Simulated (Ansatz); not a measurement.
Input of an Ansatz 0.2.0 run:

input.yaml

```yaml
crystal:
  lattice:
    - [2.95, 0.0, 0.0]
    - [-1.475, 2.5547749412, 0.0]
    - [0.0, 0.0, 4.68]
  atoms:
    - { symbol: Ti, position: [0.6666666667, 0.3333333333, 0.75] }
    - { symbol: Ti, position: [0.3333333333, 0.6666666667, 0.25] }
hamiltonian:
  xc: pbe
  pseudopotentials: { kind: paw }
kpoints:
  mp_grid: { grid: [10, 10, 6] }
scf:
  occupations: { method: fermi_dirac, width: 0.05 }
output:
  forces: true
  stress: true
relax:
  f_tol: 0.01
  max_steps: 40
  cell: { stress_tol: 0.05 }
```

Potentials or basis: Ansatz PAW.

The run is started by

```sh
$ ansatz run input.yaml --threads 2 --pin off --max-ram 5632MiB --backend cpu --events-out ev --progress --plain --runs-dir out
```

Question: What does it give for the relaxed volume?

Answer: 17.40 Å³/atom.

Question: Predict the space group after relaxing (to 0.05 Å).

Answer: P6_3/mmc (No. 194).

Stress tensor (GPa, compression positive):
```
 0.04  0.00  0.00
 0.00  0.04  0.00
 0.00  0.00 -0.04
```
